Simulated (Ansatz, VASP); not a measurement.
## Pb: VASP beside Ansatz

The input INCAR:

```
SYSTEM = Pb
PREC = Accurate ; ENCUT = 520
EDIFF = 1E-7 ; ISMEAR = -1
SIGMA = 0.05 ; LREAL = .False.
LASPH = .True. ; NELM = 100
ALGO = Normal ; ISIF = 2
LWAVE = .False. ; LCHARG = .False.
GGA = PE ; NBANDS = 21
```

The input KPOINTS:

```
regular mesh
0
Gamma
  9 9 5
  0 0 0
```

The input POSCAR:

```
Pb
1.0
    3.0182128647     -1.7385724922      0.0000000000
    3.0182128647      1.7385724922      0.0000000000
   -2.1012644739      0.0000000000      6.0543160853
Pb
2
Direct
    0.9085084100      0.9085084100      0.7262922000
    0.0914915900      0.0914915900      0.2737078000
```

The input input.yaml:

```yaml
crystal:
  lattice:
    - [3.0182128647, -1.7385724922, 0.0]
    - [3.0182128647, 1.7385724922, 0.0]
    - [-2.1012644739, 0.0, 6.0543160853]
  atoms:
    - { symbol: Pb, position: [0.90850841, 0.90850841, 0.7262922] }
    - { symbol: Pb, position: [0.09149159, 0.09149159, 0.2737078] }
hamiltonian:
  xc: pbe
  pseudopotentials: { kind: paw }
kpoints:
  mp_grid: { grid: [9, 9, 5] }
scf:
  occupations: { method: fermi_dirac, width: 0.05 }
output:
  forces: true
  stress: true
  eigenvalues: true
  write_density: true
  write_potential: true
  elf: true
  volumetric_format: npy
```

Change from the starting cell: volume scaled by 0.98.

Alike in both runs: task single point; functional PBE; k mesh 9 × 9 × 5; occupations fermi-dirac, width 0.05 eV; no spin polarisation.

|  | VASP | Ansatz |
| --- | --- | --- |
| version | VASP 6.6.1 | Ansatz 0.2.0 |
| potentials or method | VASP PAW PBE potentials, release 64 (Pb_d) | Ansatz PAW |
| plane-wave cutoff (eV) | 520 | 420 |
| valence electrons in the cell | 28 | 28 |

Ansatz gave:

```
gap on the k mesh at the Fermi level (eV) : none
pressure (GPa)                            : 1.7
rms of the force components (eV/Å)        : 0.027
```

Question: What did VASP give for the same quantities?

Answer: gap on the k mesh at the Fermi level (eV): none; pressure (GPa): 1.6; rms of the force components (eV/Å): 0.027.

Atom by atom the forces differ by 0.000 eV/Å (rms over components). A gap of «none» marks a metal or a gap that the smearing closes.

The runs have no spin-orbit coupling, so splittings on Pb are missing.
